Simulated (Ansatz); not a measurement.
Born–Oppenheimer molecular dynamics of a periodic cell of 18 atoms, Tc (surface Tc(0001)). It goes on from the last frame of an earlier run, with new velocities.

Computed with Ansatz 0.2.0, DFT PBE-D3(BJ), scalar-relativistic, plane waves, PAW. Settings: accuracy low, cutoff 600 eV, k mesh 3x2x1, fermi-dirac smearing 0.1 eV, no spin polarisation.

```yaml
ensemble: NVT, Langevin thermostat
time_step: 4.5 fs
steps_asked: 200
set_temperature: 1350 K
friction: 0.005 /fs
atoms_held: 1 to 6
seed: 274348
```

First frame:

```xyz
18
Lattice="5.4800 0.0000 0.0000 4.1100 7.1187 0.0000 0.0000 0.0000 15.3950" Properties=species:S:1:pos:R:3
Tc 0.000 0.000 1.000
Tc 2.740 0.000 1.000
Tc 1.370 2.373 1.000
Tc 4.110 2.373 1.000
Tc 2.740 4.746 1.000
Tc 5.480 4.746 1.000
Tc -0.025 1.633 3.025
Tc 2.899 1.554 3.022
Tc 1.504 3.838 3.332
Tc 4.105 3.984 3.231
Tc 2.762 6.191 3.159
Tc 5.524 6.246 2.995
Tc -0.013 -0.100 5.227
Tc 2.558 0.016 5.265
Tc 1.442 2.266 5.561
Tc 4.118 2.274 5.296
Tc 2.770 4.780 5.324
Tc 5.564 4.674 5.102
```

(1) What does the run give?

(2) What happens to the structure?

(3) How do temperature and energy run in time?

Results:

(1) The run went to its last step.

```
steps done                                               : 200
time covered                                             : 900 fs
mean temperature over the second half                    : 1644 K
spread of the potential energy over the second half      : 17.6 meV per atom
mean potential energy of the second half above the start : 63.7 meV per atom
```

The mean temperature of the second half is 22 % above the set value. A run of 0.9 ps of so small a system gives no equilibrium averages. The SCF threshold is loose, so the forces are noisy. Limits of this set-up: coarse k mesh, thin slab, slab without dipole correction, a typed lattice constant that wasn't relaxed here, low accuracy level.

(2) Mean squared displacements from the first frame to the last: Tc 0.09 Å². Another seed would give other details.

(3) 
```json
{"time (fs)": "0", "T (K)": "1350", "potential energy less start (eV)": "0.000"}
{"time (fs)": "45", "T (K)": "1160", "potential energy less start (eV)": "0.202"}
{"time (fs)": "90", "T (K)": "885", "potential energy less start (eV)": "0.636"}
{"time (fs)": "135", "T (K)": "1331", "potential energy less start (eV)": "0.516"}
{"time (fs)": "180", "T (K)": "1567", "potential energy less start (eV)": "0.811"}
{"time (fs)": "225", "T (K)": "1300", "potential energy less start (eV)": "0.713"}
{"time (fs)": "270", "T (K)": "1349", "potential energy less start (eV)": "0.598"}
{"time (fs)": "315", "T (K)": "1517", "potential energy less start (eV)": "0.602"}
{"time (fs)": "360", "T (K)": "1247", "potential energy less start (eV)": "1.071"}
{"time (fs)": "405", "T (K)": "1656", "potential energy less start (eV)": "1.272"}
{"time (fs)": "450", "T (K)": "2395", "potential energy less start (eV)": "1.046"}
{"time (fs)": "495", "T (K)": "1521", "potential energy less start (eV)": "2.103"}
{"time (fs)": "540", "T (K)": "1984", "potential energy less start (eV)": "1.339"}
{"time (fs)": "585", "T (K)": "1693", "potential energy less start (eV)": "1.124"}
{"time (fs)": "630", "T (K)": "1866", "potential energy less start (eV)": "1.055"}
{"time (fs)": "675", "T (K)": "1478", "potential energy less start (eV)": "1.588"}
{"time (fs)": "720", "T (K)": "1369", "potential energy less start (eV)": "1.097"}
{"time (fs)": "765", "T (K)": "1620", "potential energy less start (eV)": "0.852"}
{"time (fs)": "810", "T (K)": "1254", "potential energy less start (eV)": "1.264"}
{"time (fs)": "855", "T (K)": "1484", "potential energy less start (eV)": "0.541"}
{"time (fs)": "900", "T (K)": "1479", "potential energy less start (eV)": "0.595"}
```

Run time: 18 min on 4 threads of Intel(R) Xeon(R) 6975P-C (Granite Rapids), with other jobs on the host, peak memory 2.9 GiB.
